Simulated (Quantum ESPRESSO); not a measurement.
**CoO: zone-centre phonons under several settings**

```
Co O
1.0
    -1.50800    1.50800    2.10725
     1.50800   -1.50800    2.10725
     1.50800    1.50800   -2.10725
Co O
1 1
Direct
  0.00000 0.00000 0.00000
  0.50000 0.50000 0.00000
```

All runs used Quantum ESPRESSO 7.5; relaxed cell; collinear spin, ferromagnetic start.

| level | potentials | k mesh (s: shifted) | cutoff (eV) | occupations | volume (Å³/atom) | pressure (GPa) | lowest optical mode without the field (cm⁻¹) | highest optical mode without the field (cm⁻¹) |
| --- | --- | --- | --- | --- | --- | --- | --- | --- |
| PBEsol | GBRV 1.5 PBEsol | 8 × 8 × 8 | 762 | cold, width 0.136 eV | ? | -0.1 | ? | ? |
| PBE | JTH 2.0 PBE | 10 × 10 × 10 | 707 | cold, width 0.272 eV | 9.57 | 0.0 | 176 | 180 |

Q: What stands in the row left open?

A: Volume 9.10 Å³/atom; lowest optical mode without the field 110 cm⁻¹; highest optical mode without the field 112 cm⁻¹.

Caveats: some runs use coarse meshes; the cell relaxed to another space group than the one typed; a cell with one magnetic atom can't hold antiferromagnetic order, which such compounds often take; the mesh is thin for the phonons of a metal (some runs).

For the row left open. Caveat: the k mesh is coarse (spacing up to 0.37 Å⁻¹), so the values aren't converged; the mesh is thin for the phonons of a metal; the cell relaxed to another space group than the one typed; a cell with one magnetic atom can't hold antiferromagnetic order, which such compounds often take.
